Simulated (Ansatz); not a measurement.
Crystal: GaSb.

```
Sb Ga
1.0
    -2.75343    2.75343    1.59071
     2.75343   -2.75343    1.59071
     2.75343    2.75343   -1.59071
Sb Ga
1 1
Direct
  0.00000 0.00000 0.00000
  0.75000 0.25000 0.50000
```

Measurements of this composition are mostly on another form, of space group No. 216.

| Quantity | Value |
| --- | --- |
| Program | Ansatz 0.2.0 |
| Task | relaxation of cell and atoms |
| Functional | HSE03 |
| Potentials or basis | Ansatz PAW |
| Cutoff | 420 eV (not typed: the program's choice for these potentials) |
| k mesh | 5 × 5 × 5 |
| Occupations | fermi-dirac, width 0.05 eV |
| Spin | no spin polarisation |

At the start: volume 24.12 Å³/atom.

Task: Where does the relaxation end?

Result: It ends after 11 steps and the volume is 23.73 Å³/atom (-1.6 %); space group I-4m2 (No. 119, to 0.05 Å).

Step by step:
```
step  energy change (eV)  largest force (eV/Å)  volume (Å³)
   1              0.0000                0.0000        48.24
   2             -0.0055                0.0000        46.59
   3             -0.0065                0.0000        47.08
   4             -0.0069                0.0000        47.17
   5             -0.0078                0.0000        47.21
   6             -0.0132                0.0000        47.29
   7             -0.0335                0.0000        47.50
   8             -0.0359                0.0000        47.29
   9             -0.0359                0.0000        47.40
  10             -0.0359                0.0000        47.45
  11             -0.0355                0.0000        47.45
```

Final structure:
```cif
data_structure
_symmetry_space_group_name_H-M 'P 1'
_symmetry_Int_Tables_number 1
_cell_length_a 4.1105
_cell_length_b 4.1105
_cell_length_c 4.1105
_cell_angle_alpha 99.730
_cell_angle_beta 99.730
_cell_angle_gamma 131.453
_cell_volume 47.45
loop_
_atom_site_label
_atom_site_type_symbol
_atom_site_fract_x
_atom_site_fract_y
_atom_site_fract_z
_atom_site_occupancy
Sb1 Sb 0.00000 0.00000 0.00000 1
Ga1 Ga 0.75000 0.25000 0.50000 1
```

Caveat: the k mesh is coarse (spacing up to 0.46 Å⁻¹), so the values aren't converged, least of all with exact exchange; the plane-wave basis is chosen anew once the cell has moved, so the energies of steps on either side of that aren't comparable; the PAW data sets come from PBE, with cores solved anew for the run's functional, which leaves a small shift of forces and pressure.
